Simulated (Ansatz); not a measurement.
Input of an Ansatz 0.2.0 run:

File input.yaml:

```yaml
crystal:
  lattice:
    - [3.9859, 0.0, 0.0]
    - [0.0, 3.9859, 0.0]
    - [0.0, 0.0, 3.9859]
  atoms:
    - { symbol: K, position: [0.5, 0.5, 0.5] }
    - { symbol: Mg, position: [0.0, 0.0, 0.0] }
    - { symbol: F, position: [0.0, 0.0, 0.5] }
    - { symbol: F, position: [0.0, 0.5, 0.0] }
    - { symbol: F, position: [0.5, 0.0, 0.0] }
hamiltonian:
  xc: r2scan
  pseudopotentials: { kind: paw }
kpoints:
  mp_grid: { grid: [7, 7, 7] }
scf:
  occupations: { method: fermi_dirac, width: 0.05 }
output:
  forces: true
  stress: true
  eigenvalues: true
relax:
  f_tol: 0.01
  max_steps: 40
  cell: { stress_tol: 0.05, p_target: 2.0 }
```

Potentials or basis: Ansatz PAW.

Launch:

```console
$ ansatz run input.yaml --threads 2 --pin off --max-ram 5632MiB --backend cpu --events-out ev --progress --plain --runs-dir out
```

Predict the relaxed cell.

a = 3.948 Å, b = 3.948 Å, c = 3.948 Å, α = 90.00°, β = 90.00°, γ = 90.00°.

Predict the relaxed volume.

12.31 Å³/atom.

Predict the space group after relaxing (to 0.05 Å).

Pm-3m (No. 221).

The path:
| step | energy change (eV) | largest force (eV/Å) | volume (Å³) |
| --- | --- | --- | --- |
| 1 | 0.0000 | 0.0000 | 63.33 |
| 2 | 0.0007 | 0.0000 | 62.47 |
| 3 | 0.0083 | 0.0000 | 61.51 |
| 4 | 0.0078 | 0.0000 | 61.56 |
| 5 | 0.0092 | 0.0000 | 61.56 |

Caveat: odd divisions of the mesh miss points on the zone boundary, where band edges often lie, so the gap on the mesh can be too wide; the plane-wave basis is chosen anew once the cell has moved, so the energies of steps on either side of that aren't comparable; the PAW data sets come from PBE, with cores solved anew for the run's functional, which leaves a small shift of forces and pressure.
